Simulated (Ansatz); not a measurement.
# Bi2Se3 (Paraguanajuatite) (R-3m) in Ansatz: single point with HSE06

Aim: the single point of Bi2Se3 (Paraguanajuatite) with HSE06.

Program: Ansatz 0.2.0. These are calculated values, not measurements. Logs are shortened: lines on timing, memory, paths and dates and some standing lists are left out, and cuts for length are marked.

**1. The structure**

The structure is trigonal, space group R-3m (No. 166). The conventional cell has a = 4.143 Å, b = 4.143 Å, c = 28.636 Å, α = 90.00°, β = 90.00°, γ = 120.00°. Bi (site symmetry 3m) has 6 Se at 2.85 to 3.07 Å as nearest neighbours. Se (site symmetry 3m) has 3 Bi at 2.85 Å as nearest neighbours. Around Se (site symmetry -3m) lie 6 Bi at 3.07 Å.

**2. Single point, HSE06**

File input:

```
crystal:
  lattice:
    - [2.0715, 1.1959810826, 9.5453333333]
    - [-2.0715, 1.1959810826, 9.5453333333]
    - [0.0, -2.3919621653, 9.5453333333]
  atoms:
    - { symbol: Bi, position: [0.5992, 0.5992, 0.5992] }
    - { symbol: Bi, position: [0.4008, 0.4008, 0.4008] }
    - { symbol: Se, position: [0.7883, 0.7883, 0.7883] }
    - { symbol: Se, position: [0.2117, 0.2117, 0.2117] }
    - { symbol: Se, position: [0.0, 0.0, 0.0] }
hamiltonian:
  xc: hse06
  pseudopotentials: { kind: paw }
kpoints:
  mp_grid: { grid: [6, 6, 6] }
scf:
  occupations: { method: fermi_dirac, width: 0.05 }
output:
  forces: true
  stress: true
  eigenvalues: true
```

Potentials or basis: Ansatz PAW.

Output:

```text
Warning: output.stress: scf.convergence.dr2_threshold = 1e-7 eV (the SCF's general default) is looser than the 5e-10 eV advised for a printed stress (1e-10 eV for each atom of the cell: 5). What an SCF threshold leaves in a stress goes as its square root, and in the free energy as the threshold itself, and one threshold admits the most on a small cell: of the crystals measured, under no hybrid functional and no lock of the moments, on runs that ended without the residual-converged pass, on stresses that held no estimate of that error, the worst erred by over 100 MPa in a component at 1e-7 eV an atom and by under 5 at 1e-10. Set scf.convergence.dr2_threshold to 5e-10 eV or tighter. The threshold is an SCF's pass mark: one that does not reach it within its budget of iterations ends unconverged, or closes short of it on a stop that the run arms, and scf.convergence.dr2_threshold's page says what that costs each kind of run
Warning: output.stress: scf.exx.energy_threshold = 1e-6 eV is looser than the 5e-8 eV advised for a stress under a hybrid functional (1e-8 eV for each atom of the cell: 5). Every SCF of the exchange loop can meet its threshold on dr2 while the loop round them stops early: no threshold on dr2 bounds what that leaves in the stress. Set scf.exx.energy_threshold to 5e-8 eV or tighter. The threshold is the loop's pass mark: a loop that does not reach it within its budget of cycles ends unconverged, and scf.exx.energy_threshold's page has the law
basis.fft_grid_basis auto: the FFT boxes are laid along the combinations [[1, 0, -1], [0, 1, -1], [0, 0, 1]] of the cell's own vectors, 4.143, 4.143 and 9.840 Å long. The dense box has 30×30×72 points. Along the cell's own vectors, as sized, it would have 72×72×72, 5.76 times as many. Of the 12 symmetry operations that the crystal satisfies within crystal.symmetry.tolerance (time reversal apart; of a slab, those that keep its plane) the dense box along the cell's own vectors carries 12, and the one as laid loses 8 of those. basis.fft_grid_basis: typed keeps the cell's own vectors: state it where this run's energies or levels are differenced outside the engine with another run's, or held beside a run that keeps those vectors.
GPUs: using 1 of 1 available (devices: 1).
Engine: ansatz 0.2.0, x86_64-unknown-linux-gnu
Pseudopotentials: kind: paw
Pseudopotential: Bi, paw, valence charge 15, recommended cutoff 420 eV (normal), Bi.paw.azcp
Pseudopotential: Se, paw, valence charge 16, recommended cutoff 420 eV (normal), Se.paw.azcp
Functional definition: HSE06
  parameter a = 0.25
  parameter omega = 0.11/bohr
  exchange = pbe_x - a*pbe_x_sr(omega) + a*exact_x_sr(omega)
  correlation = pbe_c
device memory: the entry about to start is reckoned to put 2.2 GiB on a device that reports 65.0 GiB free (of which the cap on the GPU budget leaves the run 18.0 GiB)
GPU FFT provider: cuFFT
GPU libraries: cuBLAS 13.8.2, cuFFT 12.4.0, cuSOLVER 12.3.4
Crystal: 5 atoms, lattice volume = 141.890 Å³
Basis set: ecut = 420 eV, 2743 PW (Γ), FFT grids on a1−a3, a2−a3, a3, exchange–correlation on 60×60×144 points (8 copies of the dense FFT grid, shifted against one another)
Bands: 47, of which v1, the nominal top of the filled ones, is band 39 counted from 1 (38 counted from 0)
Symmetry: 12 space group operations
Space group: R-3m (ITA 166), of the structure as read, at distance tolerance 5.2e-5 Å
k-points: 32 of 216
Non-local potential: Bi, projectors of the file, l = 0: 2, l = 1: 2, l = 2: 2, l = 3: 2
Non-local potential: Se, projectors of the file, l = 0: 2, l = 1: 2, l = 2: 3, l = 3: 1
PAW form: soft (Blöchl's): semilocal exchange-correlation on the pseudo side does not see the compensation charge
PAW frozen core: Bi, regenerated for the run's functional, and the local potential with it (the file was generated under x = pbe(κ = 0.804, μ = 0.2195149727645171), c = pbe(β = 0.06672455060314922))
PAW frozen core: Se, regenerated for the run's functional, and the local potential with it (the file was generated under x = pbe(κ = 0.804, μ = 0.2195149727645171), c = pbe(β = 0.06672455060314922))
PAW one-centre angular grid: Bi, 590 points (default); XC on 64 Gauss nodes
PAW one-centre angular grid: Se, 590 points (default); XC on 64 Gauss nodes
Initial density: superposition of atomic densities (neutral atoms: chi_scale 0, normalization atom), corrected by the library's trained network
Initial wavefunctions: pseudopotential atomic-orbital guess
GPU buffer pool allocated for 64800 grid points (all kernels)
GPU transforms: local potential and band sums: pruned to the plane-wave sphere, on 27×27×72
Functional: x = pbe(κ = 0.804, μ = 0.2195149727645171), c = pbe(β = 0.06672455060314922), warm-up for x = pbe(κ = 0.804, μ = 0.2195149727645171) + 0.25 (exact − pbe) at short range (hse, ω = 0.20786987370883472 Å⁻¹), c = pbe(β = 0.06672455060314922); HSE06 as pw.x's `hse` composes it (authors' and Libxc's form: `xc: wpbeh`)
SCF iter   1: F=—  HF=-41202.214884 eV  |F-HF|=—  |Δ(HF+E_count)|=         —  Δρ=1.33e-3  dr2=4.81e-3  ethr=1.77e-3  ⟨swp⟩=8.8  Hψ=5945  notcnv=0
preconditioner: auto → none  [insulator: Δε(μ)=0.205 eV  Ē_g=9.369 eV  σ=0.050 eV  W_gap=0.77  n_scr=36 (ndim 8)  ℏωp=16.5 eV  f_vac=0.033  D(μ)=0.04/eV (n_scr^D=0)]
SCF iter   2: F=—  HF=-41202.218693 eV  |F-HF|=—  |Δ(HF+E_count)|=   3.81e-3  Δρ=1.45e-3  dr2=2.20e-2  ethr=6.16e-6  ⟨swp⟩=5.2  Hψ=5544  notcnv=0  defer=4
SCF iter   3: F=—  HF=-41202.216930 eV  |F-HF|=—  |Δ(HF+E_count)|=   1.76e-3  Δρ=7.89e-4  dr2=6.39e-3  ethr=6.16e-6  ⟨swp⟩=4.8  Hψ=3873  notcnv=0  defer=9
iter 4 solved again at ethr=5.81e-7 eV; its pass at ethr=6.16e-6 eV (dr2=4.53e-4 eV) is discarded
[... 22 lines left out ...]
SCF iter   2: F=—  HF=-41213.957437 eV  |F-HF|=—  |Δ(HF+E_count)|=   1.30e-2  Δρ=3.57e-3  dr2=8.04e-2  ethr=5.87e-5  ⟨swp⟩=4.7  Hψ=4340  notcnv=0  defer=7
SCF iter   3: F=—  HF=-41213.955961 eV  |F-HF|=—  |Δ(HF+E_count)|=   1.48e-3  Δρ=2.77e-3  dr2=7.55e-2  ethr=5.87e-5  ⟨swp⟩=4.9  Hψ=3810  notcnv=0  defer=1
SCF iter   4: F=—  HF=-41213.946910 eV  |F-HF|=—  |Δ(HF+E_count)|=   9.05e-3  Δρ=1.17e-3  dr2=8.82e-3  ethr=5.87e-5  ⟨swp⟩=3.9  Hψ=3308  notcnv=0  defer=3
SCF iter   5: F=—  HF=-41213.963293 eV  |F-HF|=—  |Δ(HF+E_count)|=   1.64e-2  Δρ=1.02e-3  dr2=2.79e-3  ethr=8.72e-6  ⟨swp⟩=3.2  Hψ=3638  notcnv=0  defer=1
SCF iter   6: F=—  HF=-41213.962782 eV  |F-HF|=—  |Δ(HF+E_count)|=   5.10e-4  Δρ=3.07e-4  dr2=2.33e-4  ethr=3.39e-6  ⟨swp⟩=2.2  Hψ=2764  notcnv=0
SCF iter   7: F=—  HF=-41213.963179 eV  |F-HF|=—  |Δ(HF+E_count)|=   3.97e-4  Δρ=1.76e-4  dr2=1.58e-4  ethr=2.21e-7  ⟨swp⟩=4.1  Hψ=4031  notcnv=0
SCF iter   8: F=-41213.963155 eV  HF=-41213.963157 eV  |F-HF|=2.52e-6  |Δ(HF+E_count)|=   2.21e-5  Δρ=3.70e-5  dr2=6.05e-6  ethr=1.92e-7  ⟨swp⟩=2.5  Hψ=2786  notcnv=0
SCF 2 stopped early in 8 iterations: F = -41213.963155 eV  dr2 = 6.05e-6
  Residual-converged pass: ⟨swp⟩=4.9  Hψ=5288  notcnv=0  max |occ|·‖R‖ = 6.7e-6 eV (tolerance 6.7e-6 eV)  dr2=5.57e-6  dr2_onsite=1.49e-7  max |Δocc| = 2.8e-10
hybrid outer 1: dexx = +1.968e-2 eV, tail = 1.59e-4 eV
GPU FFT provider: cuFFT
GPU libraries: cuBLAS 13.8.2, cuFFT 12.4.0, cuSOLVER 12.3.4
GPU buffer pool allocated for 64800 grid points (all kernels)
GPU transforms: local potential and band sums: pruned to the plane-wave sphere, on 27×27×72
Exchange kernel: α = 0.2500, screened, ω = 0.2079 Å⁻¹, Wigner–Seitz truncation, v(0) = 1046.8427 eV·Å³, q-mesh 6×6×6, nearest image of the exchange supercell L = 24.86 Å, pair-density grid 24×24×64, without the augmentation charges, whose exchange is taken in its separable form by FFT convolution over the k-point mesh (the finest that the files' search goes to), smooth part of the exact exchange by density-matrix convolution in up to 13.68 GiB of GPU memory as planned if the GPU has room (build and FFT work areas not counted)
Frozen-core exchange: fock
SCF iter   1: F=—  HF=-41213.963294 eV  |F-HF|=—  |Δ(HF+E_count)|=         —  Δρ=6.89e-5  dr2=2.25e-5  ethr=1.02e-6  ⟨swp⟩=5.7  Hψ=3472  notcnv=0
preconditioner: auto → none  [insulator: Δε(μ)=0.644 eV  Ē_g=10.580 eV  σ=0.050 eV  W_gap=1.00  n_scr=36 (ndim 8)  ℏωp=16.5 eV  f_vac=0.034  D(μ)=0.00/eV (n_scr^D=0)]
SCF iter   2: F=—  HF=-41213.963294 eV  |F-HF|=—  |Δ(HF+E_count)|=   2.13e-7  Δρ=2.48e-5  dr2=6.89e-7  ethr=2.30e-8  ⟨swp⟩=4.0  Hψ=3930  notcnv=0
SCF iter   3: F=—  HF=-41213.963295 eV  |F-HF|=—  |Δ(HF+E_count)|=   1.12e-6  Δρ=1.42e-5  dr2=3.05e-7  ethr=5.56e-10  ⟨swp⟩=4.9  Hψ=4724  notcnv=0  defer=2
SCF iter   4: F=—  HF=-41213.963295 eV  |F-HF|=—  |Δ(HF+E_count)|=   6.46e-8  Δρ=1.94e-6  dr2=3.83e-9  ethr=3.03e-10  ⟨swp⟩=3.1  Hψ=3077  notcnv=0  defer=1
SCF iter   5: F=—  HF=-41213.963295 eV  |F-HF|=—  |Δ(HF+E_count)|=   1.87e-8  Δρ=8.98e-7  dr2=1.97e-9  ethr=2.94e-12  ⟨swp⟩=5.2  Hψ=5328  notcnv=0  defer=3
SCF iter   6: F=-41213.963295 eV  HF=-41213.963295 eV  |F-HF|=4.37e-11  |Δ(HF+E_count)|=  6.04e-10  Δρ=3.09e-7  dr2=1.39e-10  ethr=2.44e-12  ⟨swp⟩=3.1  Hψ=3472  notcnv=0  defer=1
SCF 3 converged in 6 iterations: F = -41213.963295 eV  dr2 = 1.39e-10
  Residual-converged pass: ⟨swp⟩=3.8  Hψ=3766  notcnv=0  max |occ|·‖R‖ = 2.7e-7 eV (tolerance 2.7e-7 eV)  dr2=1.38e-10  dr2_onsite=4.46e-11  max |Δocc| = 8.0e-15
hybrid outer 2: dexx = +1.365e-6 eV, tail = 5.18e-8 eV, Δε = 3.52e-3 eV (about 1.13e-4 eV left of the loop's levels), ΔF = 6.37e-3 eV/Å (tail 9.67e-4)
hybrid SCF converged: 2 outer / 14 inner (+10 warm-up), last move |dexx| = 1.36e-6 eV, tail = 5.18e-8 eV
Stability not checked: this state was not tested for a lower state beside it, because the functional holds exact exchange (a hybrid, or Hartree-Fock), whose exchange loop this test does not read (fock_operator; see scf.lower_state_search)
Free energy (F): -41213.963295 eV
Frozen-core exchange: fock
Harris-Foulkes:  -41213.963295 eV  (|F-HF|=4.37e-11)
Internal energy: -41213.963282 eV  (E = F + TS)
E sigma→0 (E₀):  -41213.963288 eV
Entropy (-TS):   -0.000014 eV (-0.003 meV/atom)
Fermi energy:    9.091915 eV
--- Per-component energies (eV) ---
  E_band       = -1539.102984
  E_kinetic    = 952.103655
  E_local      = -10356.316306  (includes V_loc(G=0)·N_el)
  E_nonlocal   = -661.406746
  E_hartree    = 4612.431513
  E_xc         = -495.169097
  E_vxc        = -467.287357  (∫ρ·V_xc dr)
  E_exx        = -274.246404  (= α·E_x^exact, valence–valence)
  E_paw        = -26914.070633  (= ΣΔE_a)
  E_vpaw       = 317.435451  (= ΣTr[D̂ρ^β])
  E_aug_tail   = -0.002647  (compensation charges beyond the density's cutoff)
  E_ewald      = -8074.376580
  E_core_change = -2.910036  (= ΣΔE_core)
  E_smearing   = -0.000014  (= −TS)
  E_closure    = -0.000001  (closes the sum)
  Σ components = -41213.963295   (vs F -41213.963295, Δ=0.00e0)
--- Forces (eV/Å), atoms counted from 1 ---
  atom   1  Bi     0.00000000    -0.00000000     0.01662355
  atom   2  Bi     0.00000000     0.00000000    -0.01662355
  atom   3  Se     0.00000000     0.00000000    -0.16876208
  atom   4  Se     0.00000000    -0.00000000     0.16876208
  atom   5  Se     0.00000000     0.00000000    -0.00000000
  max |Σ_I F_I| component: 8.62e-27 eV/Å
--- Stress (GPa, compression-positive) ---
        0.541353       0.000000       0.000000
        0.000000       0.541353      -0.000000
        0.000000      -0.000000       0.791668
  P = ⅓ Tr σ = 0.6248 GPa (6.248 kbar)
--- Band table (eV; the first three rows and the last of 32) ---
  k-point 0: bands = ["-42.5443", "-42.5443", "-42.5440", "-42.5440", "-42.5372", "-42.5372", "-42.5368", "-42.5368", "-42.5328", "-42.5326", "-42.3732", "-42.3656", "-42.3656", "-42.3329", "-42.3329", "-16.4372", "-16.4372", "-16.4342", "-16.4342", "-16.4135", "-16.4109", "-16.4057", "-16.4057", "-16.4026", "-16.4026", "-7.1403", "-6.3188", "-5.4053", "-1.5574", "-0.6574", "6.3752", "6.4418", "6.6001", "6.6001", "6.6168", "6.6168", "7.3198", "7.3198", "8.7699", "9.4153", "10.5930", "10.5930", "11.4176", "12.0569", "12.0569", "15.2490", "16.4700"]
  k-point 1: bands = ["-42.5443", "-42.5443", "-42.5440", "-42.5439", "-42.5372", "-42.5372", "-42.5368", "-42.5367", "-42.5328", "-42.5326", "-42.3732", "-42.3656", "-42.3656", "-42.3329", "-42.3329", "-16.4431", "-16.4393", "-16.4324", "-16.4297", "-16.4109", "-16.4079", "-16.4069", "-16.4044", "-16.4039", "-16.4012", "-6.8628", "-6.0852", "-5.2415", "-1.7417", "-0.9779", "5.0078", "5.1109", "5.7760", "5.8653", "6.5343", "7.2152", "7.3513", "7.5504", "7.9977", "10.5840", "11.0414", "11.3246", "11.4979", "12.0954", "12.7734", "14.4884", "15.4386"]
  k-point 2: bands = ["-42.5443", "-42.5442", "-42.5440", "-42.5438", "-42.5373", "-42.5372", "-42.5368", "-42.5366", "-42.5327", "-42.5326", "-42.3732", "-42.3656", "-42.3656", "-42.3329", "-42.3328", "-16.4564", "-16.4507", "-16.4272", "-16.4234", "-16.4153", "-16.4111", "-16.3990", "-16.3976", "-16.3955", "-16.3954", "-6.0867", "-5.5153", "-4.9027", "-2.4383", "-1.7886", "3.3640", "4.5734", "4.9614", "5.2408", "5.6951", "6.1340", "7.0981", "7.2988", "8.1444", "10.2485", "11.3332", "11.6628", "12.3979", "13.1140", "13.5829", "14.0100", "15.9591"]
  k-point 31: bands = ["-42.5443", "-42.5443", "-42.5440", "-42.5440", "-42.5372", "-42.5372", "-42.5367", "-42.5367", "-42.5328", "-42.5326", "-42.3732", "-42.3656", "-42.3656", "-42.3329", "-42.3329", "-16.4372", "-16.4372", "-16.4342", "-16.4342", "-16.4133", "-16.4111", "-16.4057", "-16.4057", "-16.4026", "-16.4026", "-6.9578", "-6.7057", "-5.0734", "-2.0651", "-0.2011", "5.7118", "6.4720", "6.4720", "6.8863", "6.8863", "7.1387", "7.1387", "7.2203", "8.3122", "9.7935", "10.9222", "10.9222", "11.3242", "11.6760", "11.6760", "15.1974", "16.1258"]
```

Wall time 97 s (1 × NVIDIA H100 80GB HBM3 with 2 threads of AMD EPYC 7R13 (Zen 3), shared host); peak memory 7 GiB.

What came out:

```
Free energy            : -41213.9633 eV
Pressure               : 0.6 GPa
Largest force          : 0.169 eV/Å
Band gap on the k mesh : 0.65 eV, direct
```

Forces on the atoms (eV/Å):
```
Bi   0.000  0.000  0.017
Bi   0.000  0.000 -0.017
Se   0.000  0.000 -0.169
Se   0.000  0.000  0.169
Se   0.000  0.000  0.000
```

Stress tensor (GPa, compression positive):
```
0.54 0.00 0.00
0.00 0.54 0.00
0.00 0.00 0.79
```

Caveat: spin-orbit coupling is left out, which as a rule narrows the gap of such compounds by several tenths of an eV; the PAW data sets come from PBE, with cores solved anew for the run's functional, which leaves a small shift of forces and pressure; the thresholds are loose for stress. A k mesh can miss the band edges.
